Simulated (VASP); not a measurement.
# Pd in VASP: further runs, part 2 of 2

VASP 6.6.1. Earlier steps stand in the parts before.

## (4) Single point, PBE (the clean substrate in the cell of the map)

INCAR

```
PREC     = Accurate       # precision mode
ENCUT    = 520            # plane-wave cutoff, eV
EDIFF    = 1E-6           # SCF threshold, eV
ISMEAR   = 0              # smearing method
SIGMA    = 0.1            # smearing width, eV
LREAL    = False          # projectors in reciprocal space
LASPH    = True           # aspherical terms in the spheres
NELM     = 100            # most SCF steps
ALGO     = Fast           # electronic algorithm
ISIF     = 2              # what is computed and relaxed
LWAVE    = False          # write WAVECAR
LCHARG   = True           # write CHGCAR
LDIPOL   = True         
IDIPOL   = 3            
DIPOL    = 0.5 0.5 0.313
GGA      = PE             # functional
LELF     = True           # ELF
LVHAR    = True         
LVACPOTAV= True         
NBANDS   = 22             # bands
```

KPOINTS

```
regular mesh
0
Gamma
  12 12 1
```

POSCAR

```
Pd
1.0
    2.7875943971      0.0000000000      0.0000000000
   -1.3937971985      2.4141275633      0.0000000000
    0.0000000000      0.0000000000     20.0521225872
Pd
3
Direct
    0.6666666667      0.3333333333      0.1994801290
    0.3333333333      0.6666666667      0.3129873791
    0.0000000000      0.0000000000      0.4264946292
```

Potentials or basis: VASP PAW PBE potentials, release 64 (Pd).

On the command line:

```console
$ cat potpaw_PBE.64/Pd/POTCAR > POTCAR
$ mpirun -np 1 vasp_std > vasp.out
```

OUTCAR:

```text
PREC = Accurate
   ENCUT = 520
   EDIFF = 1E-6
   ISMEAR = 0
   LREAL = False
   LASPH = True
   NELM = 100
   ISIF = 2
   GGA = PE

 ion  position               nearest neighbor table
   1  0.667  0.333  0.199-   2 2.79   2 2.79   2 2.79
   2  0.333  0.667  0.313-   1 2.79   3 2.79   1 2.79   3 2.79   3 2.79   1 2.79
   3  0.000  0.000  0.426-   2 2.79   2 2.79   2 2.79

  LATTYP: Found a hexagonal cell.
 ALAT       =     2.7875943971
 C/A-ratio  =     7.1933429799

  Lattice vectors:

 A1 = (   2.7875943971,   0.0000000000,   0.0000000000)
 A2 = (  -1.3937971985,   2.4141275633,   0.0000000000)
 A3 = (   0.0000000000,   0.0000000000,  20.0521225872)

Analysis of symmetry for initial positions (statically):
=====================================================================
 Subroutine PRICEL returns:
 Original cell was already a primitive cell.

 Routine SETGRP: Setting up the symmetry group for a
 hexagonal supercell.

 Subroutine GETGRP returns: Found 12 space group operations
 (whereof  6 operations were pure point group operations)
 out of a pool of 24 trial point group operations.

The static configuration has the point symmetry C_3v.
[... 166 lines left out ...]
 E-fermi :  -0.3649     XC(G=0):  -5.2518

 val. band max:       -0.3683755027   @ k =   0.3333   0.0000   0.0000
 cond. band min:      -0.3600294754   @ k =   0.3333   0.2500   0.0000
 fundamental gap:      0.0083460273
 Fermi energy:        -0.3649482127

 k-point     1 :       0.0000    0.0000    0.0000
  band No.  band energies     occupation
      1      -6.4133      2.00000
      2      -5.1048      2.00000
      3      -5.0518      2.00000
      4      -2.9113      2.00000
      5      -2.8633      2.00000
      6      -2.8633      2.00000
[... 464 lines left out ...]
     21       7.9353      0.00000
     22       9.1124      0.00000

------------------------ aborting loop because EDIFF is reached ----------------------------------------

  FORCE on cell =-STRESS in cart. coord.  units (eV):
  Direction    XX          YY          ZZ          XY          YZ          ZX
  --------------------------------------------------------------------------------------
  -------------------------------------------------------------------------------------
  Total       -2.1251911     -2.1251911     -0.0778858     -0.0000000     -0.0000000     -0.0000000
  in kB      -25.2323919    -25.2323919     -0.9247377     -0.0000000     -0.0000000     -0.0000000
  external PRESSURE =     -17.1298405 kB  Pullay stress =       0.0000000 kB

 VOLUME and BASIS-vectors are now :
 -----------------------------------------------------------------------------
  energy-cutoff  :      520.00
  volume of cell :      134.94
      direct lattice vectors                 reciprocal lattice vectors
     2.787594397  0.000000000  0.000000000     0.358732246  0.207114159  0.000000000
    -1.393797198  2.414127563  0.000000000     0.000000000  0.414228318  0.000000000
     0.000000000  0.000000000 20.052122587     0.000000000  0.000000000  0.049870032

 POSITION                                       TOTAL-FORCE (eV/Angst)
 -----------------------------------------------------------------------------------
      1.39380      0.80471      4.00000         0.000000      0.000000      0.011593
     -0.00000      1.60942      6.27606        -0.000000      0.000000     -0.000000
      0.00000      0.00000      8.55212         0.000000      0.000000     -0.011593
 -----------------------------------------------------------------------------------
    total drift:                               -0.000000     -0.000000     -0.000114

  FREE ENERGIE OF THE ION-ELECTRON SYSTEM (eV)
  ---------------------------------------------------
  free  energy   TOTEN  =       -14.5254776269 eV

  energy  without entropy=      -14.4773498223  energy(sigma->0) =      -14.50141372

 vacuum level on the upper side and lower side of the slab         4.910         4.910
```

It took 45 s on 1 thread of Intel Xeon 6975P-C (Granite Rapids), shared host; peak memory 0.28 GiB.

What came out:

```yaml
Free_energy: -14.5255 eV
Largest_force: 0.012 eV/Å
Band_gap_on_the_k_mesh: none (metal or under the smearing width)
Work_function_of_the_upper_face: 5.27 eV
Work_function_of_the_lower_face: 5.27 eV
```

Forces on the atoms (eV/Å):
```
Pd   0.000  0.000  0.012
Pd   0.000  0.000  0.000
Pd   0.000  0.000 -0.012
```

## (5) Single point, PBE (clean slab, lower half held)

INCAR

```
  ALGO = Fast
  DIPOL = 0.5 0.5 0.498
  EDIFF = 1E-6
  ENCUT = 520
  GGA = PE
  IDIPOL = 3
  ISIF = 2
  ISMEAR = 0
  LASPH = T
  LCHARG = F
  LDIPOL = T
  LREAL = F
  LWAVE = F
  NBANDS = 22
  NELM = 80
  PREC = Accurate
  SIGMA = 0.1
```

KPOINTS

```
k-points
0
Gamma
  10 10 1
```

POSCAR

```
Pd
1.0
    2.7875943971      0.0000000000      0.0000000000
    0.0000000000      2.7875943971      0.0000000000
    0.0000000000      0.0000000000     17.9422538027
Pd
3
Direct
    0.5000000000      0.5000000000      0.3901405073
    0.0000000000      0.0000000000      0.4984695584
    0.5000000000      0.5000000000      0.6067984294
```

On the command line:

```console
$ cat potpaw_PBE.64/Pd/POTCAR > POTCAR
$ mpirun -np 1 vasp_std > vasp.out
```

Wall time 60 s (1 thread of Intel Xeon 6975P-C (Granite Rapids), shared host); peak memory 0.27 GiB.

Results (log left out):

```yaml
Free_energy: -14.1928 eV
Largest_force: 0.013 eV/Å
Band_gap_on_the_k_mesh: none (metal or under the smearing width)
```

Forces on the atoms (eV/Å):
```
Pd   0.000  0.000  0.013
Pd   0.000  0.000  0.000
Pd   0.000  0.000 -0.013
```

Levels at points of the mesh, in eV from the Fermi level:
| k point | band 13 | band 14 | band 15 | band 16 | band 17 | band 18 |
| --- | --- | --- | --- | --- | --- | --- |
| (0.00, 0.00, 0.00) | -0.89 | -0.31 | 0.01 | 0.06 | 0.06 | 0.68 |
| (0.50, 0.00, 0.00) | -0.28 | -0.26 | -0.04 | 1.80 | 2.20 | 2.33 |
| (0.50, 0.50, 0.00) | 0.29 | 0.54 | 0.54 | 4.77 | 4.77 | 7.85 |

## (6) Single point, PBE (the clean substrate in the cell of the map)

INCAR

```
SYSTEM = Pd
ALGO = Normal
DIPOL = 0.5 0.5 0.307
EDIFF = 1E-7
ENCUT = 520
GGA = PE
IDIPOL = 3
ISIF = 2
ISMEAR = 0
LASPH = .True.
LCHARG = .False.
LDIPOL = .True.
LREAL = .False.
LWAVE = .False.
NBANDS = 22
NELM = 100
PREC = Accurate
SIGMA = 0.1
```

KPOINTS

```
k-points
0
Gamma
  10 10 1
  0 0 0
```

POSCAR

```
Pd
1.0
    2.7875943971      0.0000000000      0.0000000000
    0.0000000000      2.7875943971      0.0000000000
    0.0000000000      0.0000000000     19.3873314266
Pd
3
Direct
    0.5000000000      0.5000000000      0.2063202981
    0.0000000000      0.0000000000      0.3065748038
    0.5000000000      0.5000000000      0.4068291429
```

Potentials or basis: VASP PAW PBE potentials, release 64 (Pd).

On the command line:

```console
$ cat potpaw_PBE.64/Pd/POTCAR > POTCAR
$ mpirun -np 1 vasp_std > vasp.out
```

OUTCAR:

```text
SYSTEM = Pd
   EDIFF = 1E-7
   ENCUT = 520
   GGA = PE
   ISIF = 2
   ISMEAR = 0
   LASPH = .True.
   LREAL = .False.
   NELM = 100
   PREC = Accurate

 ion  position               nearest neighbor table
   1  0.500  0.500  0.206-   2 2.77   2 2.77   2 2.77   2 2.77
   2  0.000  0.000  0.307-   3 2.77   3 2.77   3 2.77   3 2.77   1 2.77   1 2.77   1 2.77   1 2.77

   3  0.500  0.500  0.407-   2 2.77   2 2.77   2 2.77   2 2.77

  LATTYP: Found a simple tetragonal cell.
 ALAT       =     2.7875943971
 C/A-ratio  =     6.9548609535

  Lattice vectors:

 A1 = (   2.7875943971,   0.0000000000,   0.0000000000)
 A2 = (   0.0000000000,   2.7875943971,   0.0000000000)
 A3 = (   0.0000000000,   0.0000000000,  19.3873314266)

Analysis of symmetry for initial positions (statically):
=====================================================================
 Subroutine PRICEL returns:
 Original cell was already a primitive cell.

 Routine SETGRP: Setting up the symmetry group for a
 simple tetragonal supercell.

 Subroutine GETGRP returns: Found 16 space group operations
 (whereof  8 operations were pure point group operations)
 out of a pool of 16 trial point group operations.

The static configuration has the point symmetry C_4v.
 The point group associated with its full space group is D_4h.

Analysis of symmetry for dynamics (positions and initial velocities):
=====================================================================
 Subroutine PRICEL returns:
 Original cell was already a primitive cell.

 Routine SETGRP: Setting up the symmetry group for a
 simple tetragonal supercell.

 Subroutine GETGRP returns: Found 16 space group operations
 (whereof  8 operations were pure point group operations)
 out of a pool of 16 trial point group operations.

The dynamic configuration has the point symmetry C_4v.
 The point group associated with its full space group is D_4h.

 Subroutine INISYM returns: Found 16 space group operations
 (whereof  8 operations are pure point group operations),
 and found     1 'primitive' translations

----------------------------------------------------------------------------------------

                                     Primitive cell

  volume of cell :     150.6528

  direct lattice vectors                    reciprocal lattice vectors
     2.787594397  0.000000000  0.000000000     0.358732246  0.000000000  0.000000000
     0.000000000  2.787594397  0.000000000     0.000000000  0.358732246  0.000000000
     0.000000000  0.000000000 19.387331427     0.000000000  0.000000000  0.051580075

  length of vectors
     2.787594397  2.787594397 19.387331427     0.358732246  0.358732246  0.051580075

  position of ions in fractional coordinates (direct lattice)
     0.500000000  0.500000000  0.206320298
     0.000000000  0.000000000  0.306574804
     0.500000000  0.500000000  0.406829143

  ion indices of the primitive-cell ions
   primitive index   ion index
                 1           1
                 2           2
                 3           3

----------------------------------------------------------------------------------------
[... 29 lines left out ...]
  0.200000  0.000000  0.000000      4.000000
  0.300000  0.000000  0.000000      4.000000
  0.400000  0.000000  0.000000      4.000000
  0.500000  0.000000  0.000000      2.000000
[... 13 lines left out ...]
  0.500000  0.400000  0.000000      4.000000
  0.500000  0.500000  0.000000      1.000000
   k-points           NKPTS =     21   k-points in BZ     NKDIM =     21   number of bands    NBANDS=     22
   number of dos      NEDOS =    301   number of ions     NIONS =      3
   total plane-waves  NPLWV =  82944
   dimension x,y,z NGX =    24 NGY =   24 NGZ =  144
   dimension x,y,z NGXF=    48 NGYF=   48 NGZF=  288
   ions per type =               3
   NGX,Y,Z   is equivalent  to a cutoff of  14.31, 14.31, 12.35 a.u.
   NGXF,Y,Z  is equivalent  to a cutoff of  28.63, 28.63, 24.70 a.u.
 SYSTEM =  Pd
   PREC   = accura    normal or accurate (medium, high low for compatibility)
   ISTART =      0    job   : 0-new  1-cont  2-samecut
   ICHARG =      2    charge: 1-file 2-atom 10-const
   ISPIN  =      1    spin polarized calculation?
   LNONCOLLINEAR =      F non collinear calculations
   LSORBIT =      F    spin-orbit coupling
   LASPH  =      T    aspherical Exc in radial PAW
   ENCUT  =  520.0 eV  38.22 Ry    6.18 a.u.   5.18  5.18 36.05*2*pi/ulx,y,z
   NELM   =    100;   NELMIN=  2; NELMDL= -5     # of ELM steps
   EDIFF  = 0.1E-06   stopping-criterion for ELM
   LREAL  =      F    real-space projection
   EDIFFG = 0.1E-05   stopping-criterion for IOM
   NSW    =      0    number of steps for IOM
   IBRION =     -1    ionic relax: 0-MD 1-quasi-New 2-CG
   NFREE  =      0    steps in history (QN), initial steepest desc. (CG)
   ISIF   =      2    stress and relaxation
   ISYM   =      2    0-nonsym 1-usesym 2-fastsym
   POTIM  = 0.5000    time-step for ionic-motion
   TEBEG  =    0.0;   TEEND  =   0.0 temperature during run
   PSTRESS=    0.0 pullay stress
   NELECT =      30.0000    total number of electrons
   NUPDOWN=      -1.0000    fix difference up-down
   EMIN   =  10.00;   EMAX   =-10.00  energy-range for DOS
   EFERMI =   0.00;   METHOD = LEGACY
   ISMEAR =     0;   SIGMA  =   0.10  broadening in eV -4-tet -1-fermi 0-gaus
   EFERMI_NEDOS =   21; number of points for ismear=-14 and -15
   IALGO  =     38    algorithm
   IMIX   =      4    mixing-type and parameters
     AMIX     =   0.40;   BMIX     =  1.00
     AMIX_MAG =   1.60;   BMIX_MAG =  1.00
  volume/ion in A,a.u.               =      50.22       338.89
  Fermi-wavevector in a.u.,A,eV,Ry     =   0.955996  1.806571 12.434756  0.913929
  Thomas-Fermi vector in A             =   2.084884
   LORBIT       =      0    0 simple, 1 ext, 2 COOP (PROOUT), +10 PAW based schemes
   GGA     = PE    functional components
   LHFCALC =     F    Hartree Fock is set to
   AEXX    =    0.0000 exact exchange contribution
   IVDW    =     0    specifies the selected vdW correction
   LEPSILON=     F    determine dielectric tensor
   LRPA    =     F    only Hartree local field effects (RPA)
 non-spin polarized calculation
 Gauss-broadening in eV      SIGMA  =   0.10
  energy-cutoff  :      520.00
  volume of cell :      150.65
 maximum number of plane-waves:      4096
 NGX is ok and might be reduce to    24
   NGX = 11   NGY = 11   NGZ = 73

 dipolmoment           0.000000      0.000000     -0.000023 electrons x Angstroem

 number of electron      30.0000010 magnetization

 dipolmoment           0.000000      0.000000      0.000017 electrons x Angstroem

 Free energy of the ion-electron system (eV)
  ---------------------------------------------------
  ext. energy  EPLUGINS =         0.00000000
  ---------------------------------------------------
  free energy    TOTEN  =       -14.19301459 eV

  energy without entropy =      -14.15133790  energy(sigma->0) =      -14.17217624

 E-fermi :  -0.7358     XC(G=0):  -4.8621

 val. band max:       -0.7616782228   @ k =   0.2000   0.2000   0.0000
 cond. band min:      -0.7306431195   @ k =   0.0000   0.0000   0.0000
 fundamental gap:      0.0310351033
 Fermi energy:        -0.7357683020

 k-point     1 :       0.0000    0.0000    0.0000
  band No.  band energies     occupation
      1      -6.6394      2.00000
      2      -5.2831      2.00000
      3      -5.1664      2.00000
      4      -4.9012      2.00000
      5      -4.2631      2.00000
      6      -3.5356      2.00000
[... 514 lines left out ...]
     21       9.6156      0.00000
     22       9.6970      0.00000

------------------------ aborting loop because EDIFF is reached ----------------------------------------

 vacuum level on the upper side and lower side of the slab       (xc-potential included)        -0.078        -0.080

  FORCE on cell =-STRESS in cart. coord.  units (eV):
  Direction    XX          YY          ZZ          XY          YZ          ZX
  --------------------------------------------------------------------------------------
  -------------------------------------------------------------------------------------
  Total       -2.1376086     -2.1376086     -0.0758601      0.0000000      0.0000000      0.0000000
  in kB      -22.7332522    -22.7332522     -0.8067649      0.0000000      0.0000000      0.0000000
  external PRESSURE =     -15.4244231 kB  Pullay stress =       0.0000000 kB

 VOLUME and BASIS-vectors are now :
 -----------------------------------------------------------------------------
  energy-cutoff  :      520.00
  volume of cell :      150.65
      direct lattice vectors                 reciprocal lattice vectors
     2.787594397  0.000000000  0.000000000     0.358732246  0.000000000  0.000000000
     0.000000000  2.787594397  0.000000000     0.000000000  0.358732246  0.000000000
     0.000000000  0.000000000 19.387331427     0.000000000  0.000000000  0.051580075

 POSITION                                       TOTAL-FORCE (eV/Angst)
 -----------------------------------------------------------------------------------
      1.39380      1.39380      4.00000         0.000000     -0.000000      0.013391
      0.00000      0.00000      5.94367         0.000000      0.000000      0.000000
      1.39380      1.39380      7.88733        -0.000000      0.000000     -0.013391
 -----------------------------------------------------------------------------------
    total drift:                                0.000000     -0.000000      0.002512

  FREE ENERGIE OF THE ION-ELECTRON SYSTEM (eV)
  ---------------------------------------------------
  free  energy   TOTEN  =       -14.1930145895 eV

  energy  without entropy=      -14.1513378985  energy(sigma->0) =      -14.17217624

 vacuum level on the upper side and lower side of the slab         4.301         4.301
```

OSZICAR:

```text
N       E                     dE             d eps       ncg     rms          rms(c)
DAV:   1     0.177031273562E+03    0.17703E+03   -0.12838E+04   924   0.113E+03
DAV:   2    -0.839671934608E+01   -0.18543E+03   -0.17085E+03  1122   0.240E+02
DAV:   3    -0.148008002763E+02   -0.64041E+01   -0.61530E+01  1038   0.460E+01
[... 15 lines left out ...]
DAV:  19    -0.141929978860E+02   -0.39304E-04   -0.21519E-06   910   0.466E-03    0.629E-04
DAV:  20    -0.141930123264E+02   -0.14440E-04   -0.90179E-07   866   0.263E-03    0.314E-04
DAV:  21    -0.141930137241E+02   -0.13977E-05   -0.46479E-08   708   0.724E-04    0.891E-05
DAV:  22    -0.141930145184E+02   -0.79430E-06   -0.41259E-08   674   0.503E-04    0.591E-05
DAV:  23    -0.141930145895E+02   -0.71084E-07   -0.24020E-09   654   0.181E-04
   1 F= -.14193015E+02 E0= -.14172176E+02  d E =-.416767E-01
```

Run time: 65 s. Hardware: 1 thread of Intel Xeon 6975P-C (Granite Rapids), shared host; peak memory 0.27 GiB.

Results:

```
Free energy            : -14.1930 eV
Largest force          : 0.013 eV/Å
Band gap on the k mesh : none (metal or under the smearing width)
```

Forces in eV/Å, atoms in the order of the input:
```
Pd   0.000  0.000  0.013
Pd   0.000  0.000  0.000
Pd   0.000  0.000 -0.013
```

## (7) Overview

```csv
cell,k mesh,gap on the mesh (eV),largest force (eV/Å)
"clean slab, lower half held",12 × 12 × 1,none,0.01
the clean substrate in the cell of the map,6 × 6 × 1,none,0.01
the clean substrate in the cell of the map,12 × 12 × 1,none,0.01
"clean slab, lower half held",10 × 10 × 1,none,0.01
the clean substrate in the cell of the map,10 × 10 × 1,none,0.01
```

Alike in all rows: task single point; level PBE; potentials or basis VASP PAW PBE potentials, release 64 (Pd); no spin polarisation; cutoff (eV) 520; smearing gaussian 0.1 eV.

Total energies depend on the potentials used, so only differences within one code and one set of settings carry meaning.
